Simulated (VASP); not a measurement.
Set up this calculation in VASP 6.6.1, as the native input.

```
Task                               : single point
Functional                         : HSE06
Potentials or basis                : VASP PAW PBE potentials, release 64 (Mg, F)
Cutoff                             : 520 eV
k mesh                             : 4 × 4 × 6
Occupations                        : gaussian, width 0.02 eV
Spin                               : no spin polarisation
Grid for exact exchange (PRECFOCK) : Fast
Screening parameter                : 0.2 1/A
Further INCAR settings             : ALGO = Normal; EDIFF = 1e-06; NBANDS = 25
```

MgF2:

```
Mg F
1.0
     4.62380    0.00000    0.00000
     0.00000    4.62380    0.00000
     0.00000    0.00000    3.05334
Mg F
2 4
Cartesian
  2.3119 2.3119 1.5267
  0.0000 0.0000 0.0000
  3.2218 3.2218 0.0000
  3.7139 0.9099 1.5267
  1.4020 1.4020 3.0533
  0.9099 3.7139 1.5267
```

The cell comes from a database or a generator and needn't be the stable form of this composition.

The input as run:

POSCAR

```
MgF2
1.0
    4.6238000000      0.0000000000      0.0000000000
    0.0000000000      4.6238000000      0.0000000000
    0.0000000000      0.0000000000      3.0533400000
Mg F
2 4
Direct
    0.5000000000      0.5000000000      0.5000000000
    0.0000000000      0.0000000000      0.0000000000
    0.6967800000      0.6967800000      0.0000000000
    0.8032200000      0.1967800000      0.5000000000
    0.3032200000      0.3032200000      1.0000000000
    0.1967800000      0.8032200000      0.5000000000
```

INCAR.step1

```
PREC = Accurate ; ENCUT = 520
EDIFF = 1E-5 ; ISMEAR = 0
SIGMA = 0.02 ; LREAL = F
LASPH = T ; NELM = 60
ALGO = Normal ; ISIF = 2
LWAVE = T ; NBANDS = 25
GGA = PE
```

INCAR.step2

```
PREC = Accurate ; ENCUT = 520
EDIFF = 1E-6 ; ISMEAR = 0
SIGMA = 0.02 ; LREAL = F
LASPH = T ; NELM = 60
ALGO = Normal ; ISIF = 2
LWAVE = F ; LCHARG = T
GGA = PE ; LHFCALC = T
HFSCREEN = 0.2 ; PRECFOCK = Fast
LELF = T ; LVHAR = T
NBANDS = 25 ; ISTART = 1
```

KPOINTS

```
Automatic mesh
0
Gamma
  4 4 6
```

Potentials or basis: VASP PAW PBE potentials, release 64 (Mg, F).

Run with:

```sh
$ cat potpaw_PBE.64/Mg/POTCAR potpaw_PBE.64/F/POTCAR > POTCAR
$ cp INCAR.step1 INCAR
$ mpirun -np 1 vasp_std > vasp.out
$ cp INCAR.step2 INCAR
$ mpirun -np 1 vasp_std > vasp.out
```

It gave:

```yaml
Pressure: 0.4 GPa
Largest_force: 0.004 eV/Å
Band_gap_on_the_k_mesh: 9.41 eV, direct
```

Caveat: the PAW data sets were made with another functional, which shifts forces and pressure a little.

Wall time 38 min on 1 thread of AMD EPYC 9R45 (Zen 5), on a shared host, peak memory 0.27 GiB.
